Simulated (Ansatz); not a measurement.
# Ag (P6_3/mmc) in Ansatz: a series of runs, part 2 of 3

Ansatz 0.2.0. Earlier steps stand in the parts before.

### 3 Relaxation of cell and atoms, PBEsol+D3(BJ)

File input.yaml:

```yaml
crystal:
  lattice:
    - [2.8862, 0.0, 0.0]
    - [-1.4431, 2.4995225204, 0.0]
    - [0.0, 0.0, 10.0]
  atoms:
    - { symbol: Ag, position: [0.0, 0.0, 0.5] }
    - { symbol: Ag, position: [0.0, 0.0, 0.0] }
    - { symbol: Ag, position: [0.6666666667, 0.3333333333, 0.75] }
    - { symbol: Ag, position: [0.3333333333, 0.6666666667, 0.25] }
hamiltonian:
  xc: pbesol
  pseudopotentials: { kind: paw }
  dispersion: d3bj
kpoints:
  mp_grid: { grid: [11, 11, 3] }
scf:
  occupations: { method: fermi_dirac, width: 0.05 }
output:
  forces: true
  stress: true
  eigenvalues: true
relax:
  f_tol: 0.01
  max_steps: 40
  cell: { stress_tol: 0.05 }
```

Potentials or basis: Ansatz PAW.

Run with:

```console
> ansatz run input.yaml --threads 2 --pin off --max-ram 5632MiB --backend cpu --events-out ev --progress --plain --runs-dir out
```

Output:

```text
Warning: RAYON_NUM_THREADS=2 ignored (pool sized by the plan → 2); use --threads N
Engine: ansatz 0.2.0, x86_64-unknown-linux-gnu
Pseudopotentials: kind: paw
Pseudopotential: Ag, paw, valence charge 19, recommended cutoff 420 eV (normal), Ag.paw.azcp
Functional definition: PBEsol
  exchange = pbesol_x
  correlation = pbesol_c
Crystal: 4 atoms, lattice volume = 72.141 Å³
Basis set: ecut = 420 eV, 1401 PW (Γ), exchange–correlation on 40×40×144 points (8 copies of the dense FFT grid, shifted against one another)
[... 113 lines left out ...]
  k-point 2: bands = ["-73.2631", "-73.2533", "-73.2509", "-73.2410", "-36.8523", "-36.7563", "-36.7557", "-36.6963", "-36.6872", "-36.6800", "-36.6768", "-36.6731", "-36.6695", "-36.6666", "-36.6554", "-36.6520", "10.6570", "12.0705", "12.0805", "12.0861", "13.5410", "13.6747", "13.6892", "13.7005", "13.7061", "13.8702", "13.8732", "13.9934", "14.1128", "14.1483", "14.1493", "14.6151", "14.6462", "15.1335", "15.1825", "15.3197", "15.4555", "15.5203", "15.7921", "18.8198", "22.6231", "30.2893", "30.3205", "34.0103", "34.4275", "34.8474"]
  k-point 31: bands = ["-73.2360", "-73.2358", "-73.2331", "-73.2329", "-36.8286", "-36.8275", "-36.8150", "-36.8090", "-36.7879", "-36.7856", "-36.7709", "-36.7596", "-36.7231", "-36.7112", "-36.7041", "-36.6996", "12.5706", "12.6098", "12.9045", "12.9112", "13.0193", "13.1323", "13.3246", "13.4334", "13.7472", "13.8246", "13.9305", "14.0922", "14.5114", "14.6142", "14.9899", "15.0865", "15.5519", "15.6730", "15.7567", "15.8068", "21.4681", "21.6248", "22.2478", "22.2612", "23.9938", "24.4686", "25.1036", "25.3139", "26.7984", "27.0183"]
--- Relaxed structure (5 steps of the walk, 5 accepted, 1 SCFs on fresh bases) ---
  F+E_penalty+E_count = -30091.26452025 eV   max|allowed force component| = 1.388e-17 eV/Å   (the final SCF, on the basis selected at the relaxed cell)
  cell:  # Å, volume = 63.7045 Å³
    - [2.8127381590689122, 0.0, 0.0]
    - [-1.4063690795344561, 2.4359026999475537, 0.0]
    - [0.0, 0.0, 9.297819955252582]
  atoms:
    - { symbol: Ag, position: [-8.095324963074006e-36, 1.3142969716354306e-34, 0.5] }
    - { symbol: Ag, position: [-1.8406872984495355e-34, -2.1530391611676608e-34, -7.217535314048845e-36] }
    - { symbol: Ag, position: [0.6666666666666667, 0.33333333333333337, 0.75] }
    - { symbol: Ag, position: [0.3333333333333333, 0.6666666666666667, 0.25] }
```

Run time: 46 s. Hardware: 2 threads of Intel Xeon at 2.50GHz (Skylake/Cascade Lake), shared host; peak memory 0.42 GiB.

Results:

```
Free energy                            : -30091.2645 eV
Relaxed volume                         : 15.93 Å³/atom
Relaxed cell                           : a = 2.813 Å, b = 2.813 Å, c = 9.298 Å, α = 90.00°, β = 90.00°, γ = 120.00°
Space group after relaxing (to 0.05 Å) : P6_3/mmc (No. 194)
Energy gained by relaxing              : 96.8 meV/atom
Ionic steps                            : 6
Pressure after relaxing                : 0.0 GPa
Band gap on the k mesh                 : none (metal or under the smearing width)
```

Step by step:
```
step  energy change (eV)  largest force (eV/Å)  volume (Å³)
   1              0.0000                0.0000        72.14
   2             -0.3717                0.0000        64.34
   3             -0.3885                0.0000        63.32
   4             -0.3897                0.0000        63.73
   5             -0.3897                0.0000        63.70
   6             -0.3871                0.0000        63.70
```

Final structure:
```xyz
4
Lattice="2.8127 0.0000 0.0000 -1.4064 2.4359 0.0000 0.0000 0.0000 9.2978" Properties=species:S:1:pos:R:3 pbc="T T T"
Ag    0.0000    0.0000    4.6489
Ag    0.0000    0.0000    0.0000
Ag    1.4064    0.8120    6.9734
Ag    0.0000    1.6239    2.3245
```

Caveat: the plane-wave basis is chosen anew once the cell has moved, so the energies of steps on either side of that aren't comparable; pairwise dispersion overbinds metals, which lowers pressure and volume; the PAW data sets come from PBE, with cores solved anew for the run's functional, which leaves a small shift of forces and pressure.

### 4 Relaxation of cell and atoms, PBEsol+D3(BJ)-ATM

Changes to input.yaml since step 3:

```diff
@@ -13,3 +13,3 @@
   pseudopotentials: { kind: paw }
-  dispersion: d3bj
+  dispersion: d3bjatm
 kpoints:
```

Potentials or basis: Ansatz PAW.

Run with:

```console
> ansatz run input.yaml --threads 2 --pin off --max-ram 5632MiB --backend cpu --events-out ev --progress --plain --runs-dir out
```

Output:

```text
Warning: RAYON_NUM_THREADS=2 ignored (pool sized by the plan → 2); use --threads N
Engine: ansatz 0.2.0, x86_64-unknown-linux-gnu
Pseudopotentials: kind: paw
Pseudopotential: Ag, paw, valence charge 19, recommended cutoff 420 eV (normal), Ag.paw.azcp
Functional definition: PBEsol
  exchange = pbesol_x
  correlation = pbesol_c
Crystal: 4 atoms, lattice volume = 72.141 Å³
Basis set: ecut = 420 eV, 1401 PW (Γ), exchange–correlation on 40×40×144 points (8 copies of the dense FFT grid, shifted against one another)
Bands: 46, of which v1, the nominal top of the filled ones, is band 38 counted from 1 (37 counted from 0)
Symmetry: 24 space group operations
Space group: P63/mmc (ITA 194), of the structure as read, at distance tolerance 4.2e-5 Å
k-points: 32 of 363
Non-local potential: Ag, projectors of the file, l = 0: 3, l = 1: 2, l = 2: 2, l = 3: 1
PAW form: soft (Blöchl's): semilocal exchange-correlation on the pseudo side does not see the compensation charge
PAW frozen core: Ag, regenerated for the run's functional, and the local potential with it (the file was generated under x = pbe(κ = 0.804, μ = 0.2195149727645171), c = pbe(β = 0.06672455060314922))
PAW one-centre angular grid: Ag, 590 points (default); XC on 64 Gauss nodes
Initial density: superposition of atomic densities (neutral atoms: chi_scale 0, normalization atom), corrected by the library's trained network
Initial wavefunctions: pseudopotential atomic-orbital guess
Functional: x = pbesol(κ = 0.804, μ = 0.12345679012345678), c = pbesol(β = 0.046)
SCF iter   1: F=—  HF=-30090.674480 eV  |F-HF|=—  |Δ(HF+E_count)|=         —  Δρ=9.97e-3  dr2=6.85e-2  ethr=1.77e-3  ⟨swp⟩=5.6  Hψ=4787  notcnv=0  defer=32
preconditioner: auto → Kerker (q_TF=auto, 2.752 Å⁻¹)  [metal: Δε(μ)=0.095 eV  Ē_g=10.751 eV  σ=0.050 eV  W_gap=0.40  n_scr=26 (ndim 8)  ℏωp=29.0 eV  f_vac=0.000  D(μ)=1.93/eV (n_scr^D=6)]
SCF iter   2: F=—  HF=-30090.657118 eV  |F-HF|=—  |Δ(HF+E_count)|=   1.74e-2  Δρ=2.60e-3  dr2=4.74e-3  ethr=9.01e-5  ⟨swp⟩=2.3  Hψ=2553  notcnv=0  defer=69
SCF iter   3: F=—  HF=-30090.655824 eV  |F-HF|=—  |Δ(HF+E_count)|=   1.29e-3  Δρ=1.07e-3  dr2=4.89e-4  ethr=6.23e-6  ⟨swp⟩=2.0  Hψ=1760  notcnv=0  defer=69
SCF iter   4: F=—  HF=-30090.655752 eV  |F-HF|=—  |Δ(HF+E_count)|=   7.21e-5  Δρ=1.67e-4  dr2=1.15e-5  ethr=6.44e-7  ⟨swp⟩=2.8  Hψ=2903  notcnv=0  defer=69
SCF iter   5: F=—  HF=-30090.655772 eV  |F-HF|=—  |Δ(HF+E_count)|=   1.95e-5  Δρ=3.85e-5  dr2=1.35e-6  ethr=1.51e-8  ⟨swp⟩=2.8  Hψ=2768  notcnv=0  defer=69
SCF iter   6: F=-30090.655772 eV  HF=-30090.655772 eV  |F-HF|=5.02e-8  |Δ(HF+E_count)|=   1.30e-7  Δρ=1.24e-5  dr2=8.53e-8  ethr=1.32e-10  ⟨swp⟩=7.5  Hψ=6367  notcnv=0
SCF 1 converged in 6 iterations: F = -30090.655772 eV  dr2 = 8.53e-8
relax step   1: F+E_penalty+E_count = -30090.65577165 eV  Δ(F+E_penalty+E_count) = +0.000e0 eV  max|allowed force component| = 1.388e-17 eV/Å  Δτ_max = 0.0000 Å  P = -10.858 GPa  Ω = 72.141 Å³  (6 SCF iters, dr2 threshold 1.00e-7 eV, accepted)
Crystal: 4 atoms, lattice volume = 64.503 Å³
Basis set: ecut = 420 eV, 1291 PW (Γ), exchange–correlation on 40×40×144 points (8 copies of the dense FFT grid, shifted against one another)
[... 49 lines left out ...]
SCF iter   4: F=—  HF=-30090.981925 eV  |F-HF|=—  |Δ(HF+E_count)|=   8.72e-8  Δρ=2.66e-6  dr2=2.01e-9  ethr=2.35e-10  ⟨swp⟩=2.0  Hψ=2043  notcnv=0
SCF iter   5: F=-30090.981925 eV  HF=-30090.981925 eV  |F-HF|=0.00e0  |Δ(HF+E_count)|=   2.05e-9  Δρ=2.57e-7  dr2=2.21e-11  ethr=1.00e-12  ⟨swp⟩=2.8  Hψ=5614  notcnv=0
SCF 6 converged in 5 iterations: F = -30090.981925 eV  dr2 = 2.21e-11
relax step   6: F+E_penalty+E_count = -30090.98192528 eV  Δ(F+E_penalty+E_count) = +2.419e-3 eV  max|allowed force component| = 3.701e-17 eV/Å  Δτ_max = 0.0000 Å  P = +0.008 GPa  Ω = 64.388 Å³  stress off target by 1.32e-2 GPa  SCF on the basis re-selected at this cell (its energy is not comparable with the rows above)  (5 SCF iters)
basis re-selected at this cell: Δ(F+E_penalty+E_count) = +2.419e-3 eV, ΔP = +0.010 GPa vs the last step (what re-selecting the basis moved, of the pressure what is left beyond the Pulay correction that the steps carried, after the strain that the cell walked since its last selection, with what the two solves' SCF thresholds leave and, on support functions, any second-order correction that the steps lacked; it is no measure of the basis error at this ecutwfc). The dense FFT grid was sized anew with the basis: this SCF ran on 20×20×64 points, the steps before it on 20×20×72, so part of this shift can come from that change (see relax.cell in the input reference). This SCF's stress stands 1.32e-2 GPa from its target on what of the cell is left free (relax.cell.stress_tol is 5.00e-2 GPa) and its largest allowed force component is 3.70e-17 eV/Å (relax.f_tol is 1.00e-2 eV/Å): within both
SCF converged after 5 iterations
Free energy (F): -30090.981925 eV
Harris-Foulkes:  -30090.981925 eV  (|F-HF|=0.00e0)
Internal energy: -30090.965907 eV  (E = F + TS)
E sigma→0 (E₀):  -30090.973916 eV
Entropy (-TS):   -0.016019 eV (-4.005 meV/atom)
Fermi energy:    18.642000 eV
--- Per-component energies (eV) ---
  E_band       = -857.591033
  E_kinetic    = 2112.100746
  E_local      = -8414.914835  (includes V_loc(G=0)·N_el)
  E_nonlocal   = 329.091223
  E_hartree    = 3849.756251
  E_xc         = -736.753750
  E_vxc        = -940.201439  (∫ρ·V_xc dr)
  E_paw        = -15337.268664  (= ΣΔE_a)
  E_vpaw       = -1643.180256  (= ΣTr[D̂ρ^β])
  E_aug_tail   = 0.001130  (compensation charges beyond the density's cutoff)
  E_ewald      = -11892.234284
  E_disp       = -2.034679  (pairwise vdW)
  E_core_change = 1.290956  (= ΣΔE_core)
  E_smearing   = -0.016019  (= −TS)
  E_closure    = -0.000000  (closes the sum)
  Σ components = -30090.981925   (vs F -30090.981925, Δ=0.00e0)
--- Forces (eV/Å), atoms counted from 1 ---
  atom   1  Ag     0.00000000     0.00000000     0.00000000
  atom   2  Ag    -0.00000000     0.00000000     0.00000000
  atom   3  Ag     0.00000000     0.00000000     0.00000000
  atom   4  Ag     0.00000000    -0.00000000     0.00000000
  max |Σ_I F_I| component: 6.94e-18 eV/Å
--- Stress (GPa, compression-positive) ---
        0.013192       0.000000       0.000000
        0.000000       0.013192       0.000000
        0.000000       0.000000      -0.003384
  P = ⅓ Tr σ = 0.0077 GPa (0.077 kbar)
--- Band table (eV; the first three rows and the last of 32) ---
  k-point 0: bands = ["-73.4934", "-73.4835", "-73.4816", "-73.4717", "-37.0814", "-36.9827", "-36.9824", "-36.9146", "-36.9146", "-36.9017", "-36.9017", "-36.8987", "-36.8987", "-36.8857", "-36.8857", "-36.8825", "10.2364", "11.6758", "11.6780", "11.7355", "13.4796", "13.5323", "13.5323", "13.5497", "13.5497", "13.7037", "13.7130", "13.7590", "13.7590", "13.8048", "13.8048", "14.5090", "14.5090", "14.8686", "14.8686", "15.0902", "15.0902", "15.5218", "15.5218", "17.7906", "22.2554", "29.7558", "29.7909", "34.0754", "34.2034", "35.1680"]
  k-point 1: bands = ["-73.4919", "-73.4880", "-73.4771", "-73.4732", "-37.0682", "-37.0321", "-36.9327", "-36.9127", "-36.9127", "-36.9075", "-36.9075", "-36.8960", "-36.8928", "-36.8928", "-36.8876", "-36.8876", "10.4576", "11.0531", "11.7760", "11.8403", "13.3810", "13.4333", "13.5713", "13.5713", "13.5921", "13.5921", "13.7055", "13.7055", "13.7416", "13.7416", "14.5924", "14.5924", "14.7544", "14.7544", "14.9189", "15.2393", "15.2393", "15.4385", "15.4385", "16.6589", "23.7513", "26.6011", "32.7338", "34.2381", "34.3015", "34.5375"]
  k-point 2: bands = ["-73.4917", "-73.4822", "-73.4803", "-73.4708", "-37.0763", "-36.9842", "-36.9840", "-36.9275", "-36.9187", "-36.9116", "-36.9089", "-36.9050", "-36.9020", "-36.8990", "-36.8882", "-36.8845", "10.4787", "11.8812", "11.8893", "11.8963", "13.3315", "13.4618", "13.4729", "13.4865", "13.4945", "13.6540", "13.6563", "13.7721", "13.8902", "13.9257", "13.9265", "14.3861", "14.4162", "14.8937", "14.9439", "15.0754", "15.2120", "15.2743", "15.5384", "18.5708", "22.2929", "29.9345", "29.9628", "33.7039", "34.1416", "34.5362"]
  k-point 31: bands = ["-73.4658", "-73.4656", "-73.4634", "-73.4631", "-37.0545", "-37.0533", "-37.0414", "-37.0359", "-37.0155", "-37.0132", "-36.9994", "-36.9885", "-36.9527", "-36.9416", "-36.9347", "-36.9304", "12.3790", "12.4173", "12.7062", "12.7129", "12.8196", "12.9304", "13.1205", "13.2269", "13.5342", "13.6099", "13.7147", "13.8737", "14.2822", "14.3836", "14.7517", "14.8464", "15.3029", "15.4219", "15.5041", "15.5529", "21.1900", "21.3411", "21.9558", "21.9713", "23.6954", "24.1651", "24.7889", "24.9916", "26.4716", "26.6835"]
--- Relaxed structure (5 steps of the walk, 5 accepted, 1 SCFs on fresh bases) ---
  F+E_penalty+E_count = -30090.98192528 eV   max|allowed force component| = 3.701e-17 eV/Å   (the final SCF, on the basis selected at the relaxed cell)
  cell:  # Å, volume = 64.3878 Å³
    - [2.822138702485469, -3.4772922409276583e-37, 0.0]
    - [-1.4110693512427346, 2.4440438093556707, 0.0]
    - [0.0, 0.0, 9.335043670744653]
  atoms:
    - { symbol: Ag, position: [-3.995488828120044e-34, -1.4447233886679551e-34, 0.5] }
    - { symbol: Ag, position: [-4.317102145452504e-34, -1.8941928873646522e-34, -4.0123540508067405e-36] }
    - { symbol: Ag, position: [0.6666666666666669, 0.3333333333333334, 0.7499999999999999] }
    - { symbol: Ag, position: [0.33333333333333337, 0.6666666666666669, 0.25] }
```

It took 50 s on 2 threads of Intel Xeon at 2.50GHz (Skylake/Cascade Lake), shared host; peak memory 0.42 GiB.

Results:

| Quantity | Value |
| --- | --- |
| Free energy | -30090.9819 eV |
| Relaxed volume | 16.10 Å³/atom |
| Relaxed cell | a = 2.822 Å, b = 2.822 Å, c = 9.335 Å, α = 90.00°, β = 90.00°, γ = 120.00° |
| Space group after relaxing (to 0.05 Å) | P6_3/mmc (No. 194) |
| Energy gained by relaxing | 81.5 meV/atom |
| Ionic steps | 6 |
| Pressure after relaxing | 0.0 GPa |
| Band gap on the k mesh | none (metal or under the smearing width) |

The path:
```
step  energy change (eV)  largest force (eV/Å)  volume (Å³)
   1              0.0000                0.0000        72.14
   2             -0.3149                0.0000        64.50
   3             -0.3277                0.0000        64.20
   4             -0.3285                0.0000        64.43
   5             -0.3286                0.0000        64.39
   6             -0.3262                0.0000        64.39
```

Final structure:
```cif
data_structure
_symmetry_space_group_name_H-M 'P 1'
_symmetry_Int_Tables_number 1
_cell_length_a 2.8221
_cell_length_b 2.8221
_cell_length_c 9.3350
_cell_angle_alpha 90.000
_cell_angle_beta 90.000
_cell_angle_gamma 120.000
_cell_volume 64.39
loop_
_atom_site_label
_atom_site_type_symbol
_atom_site_fract_x
_atom_site_fract_y
_atom_site_fract_z
_atom_site_occupancy
Ag1 Ag 0.00000 0.00000 0.50000 1
Ag2 Ag 0.00000 0.00000 0.00000 1
Ag3 Ag 0.66667 0.33333 0.75000 1
Ag4 Ag 0.33333 0.66667 0.25000 1
```

Caveat: the plane-wave basis is chosen anew once the cell has moved, so the energies of steps on either side of that aren't comparable; pairwise dispersion overbinds metals, which lowers pressure and volume; the PAW data sets come from PBE, with cores solved anew for the run's functional, which leaves a small shift of forces and pressure.

(Continued in part 3 of 3.)
